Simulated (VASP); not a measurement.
Here is a VASP 6.6.1 calculation.

The input POSCAR:

```
Li
1.0
    3.1110021516      0.0000000000      0.0000000000
   -1.5555010758      2.6942068945      0.0000000000
    0.0000000000      0.0000000000      5.0930000000
Li
2
Direct
    0.3333333333      0.6666666667      0.2500000000
    0.6666666667      0.3333333333      0.7500000000
```

Contents of INCAR.step1:

```
SYSTEM = Li
ALGO = Normal
EDIFF = 1E-4
ENCUT = 520
GGA = PE
GGA_COMPAT = .FALSE.
ISMEAR = 0
ISYM = -1
LASPH = .TRUE.
LCHARG = .FALSE.
LNONCOLLINEAR = .TRUE.
LREAL = .FALSE.
LSORBIT = .TRUE.
LWAVE = .TRUE.
MAGMOM = 0 0 0 0 0 0
NBANDS = 18
NELECT = 7.0
NELM = 150
PREC = Accurate
SIGMA = 0.1
```

The input INCAR.step2:

```
SYSTEM = Li
ALGO = Normal
EDIFF = 1E-6
ENCUT = 520
GGA_COMPAT = .FALSE.
ISIF = 2
ISMEAR = 0
ISTART = 1
ISYM = -1
LASPH = .TRUE.
LCHARG = .FALSE.
LMIXTAU = .TRUE.
LNONCOLLINEAR = .TRUE.
LORBIT = 11
LORBMOM = .TRUE.
LREAL = .FALSE.
LSORBIT = .TRUE.
LWAVE = .FALSE.
MAGMOM = 0 0 0 0 0 0
METAGGA = R2SCAN
NBANDS = 18
NELECT = 7.0
NELM = 150
PREC = Accurate
SIGMA = 0.1
```

The input KPOINTS:

```
k-points
0
G
  8 7 1
  0 0 0
```

Potentials or basis: VASP PAW PBE potentials, release 64 (Li_sv).

Command:

```sh
$ cat potpaw_PBE.64/Li_sv/POTCAR > POTCAR
$ cp INCAR.step1 INCAR
$ mpirun -np 1 vasp_ncl > vasp.out
$ cp INCAR.step2 INCAR
$ mpirun -np 1 vasp_ncl > vasp.out
```

**Question.** What does it give for the largest force?

**Answer.** 0.086 eV/Å.

**Question.** Estimate the net moment.

**Answer.** 0.00 μB per cell.

Forces in eV/Å, atoms in the order of the input:
```
Li   0.080  0.031  0.000
Li  -0.080 -0.031  0.000
```

Caveat: the k mesh is coarse (spacing up to 1.23 Å⁻¹), so the values aren't converged; the cell carries a net charge on a neutralising background, which shifts energy and pressure; the PAW data sets were made with another functional, which shifts forces and pressure a little.
